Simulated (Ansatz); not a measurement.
Input and command of a plane-wave DFT calculation in Ansatz:

```yaml
crystal:
  lattice:
    - [0.0, 2.7348811921, 2.7348811921]
    - [2.7348811921, 0.0, 2.7348811921]
    - [2.7348811921, 2.7348811921, 0.0]
  atoms:
    - { symbol: Si, position: [0.5, 0.5, 0.5] }
    - { symbol: Si, position: [0.75, 0.75, 0.75] }
basis:
  ecutwfc: 420
kpoints:
  mp_grid: { grid: [10, 10, 10] }
hamiltonian:
  xc: pbe
scf:
  occupations: { method: gaussian, width: 0.05 }
output:
  forces: true
  stress: true
  eigenvalues: true
```

```bash
ansatz run input.yaml --threads 1 --pin off --max-ram 2560MiB --backend cpu --events-out ev --progress --plain --runs-dir out
```

Processor: Arm Neoverse V2, 1 thread, on a host shared with other jobs.

Task: How long does it run, and how much memory does it take?

Result: About 0.9 s on 1 thread of Arm Neoverse V2 (shared host), peak memory 0.27 GiB. It solves 8 bands at 47 k points (the mesh reduced by the symmetry that the task leaves, which can be less than the crystal's) with about 821 plane waves, in 6 SCF iterations.
